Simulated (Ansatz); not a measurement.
Computed with Ansatz, DFT, PBE, plane waves (420 eV) with PAW, scalar-relativistic.

An element in the omega (AlB2-type) structure gives this curve. The cell is scaled uniformly from the relaxed one, with fractional coordinates and shape fixed. Energies are extrapolated to zero smearing, pressures are those at the given smearing. Magnetic state: ferromagnetic.

```
V (Å³/atom)  E − E₀ (meV/atom)  P (GPa)  sphere moment (μB)
     10.559               93.0    16.58                2.00
     11.039               40.3    14.77                2.44
     11.519                8.5     6.34                2.52
     11.999               -0.5    -0.18                2.58
     12.479                8.0    -5.31                2.63
     12.958               29.7    -9.17                2.71
     13.438               62.2   -12.72                2.77
```

Problem. Which element is it?
A. rhodium
B. iron
C. vanadium
D. phosphorus

Solution. B. Its fit is V₀ = 12.01 Å³/atom, B₀ = 140 GPa, B₀′ = 3.6.
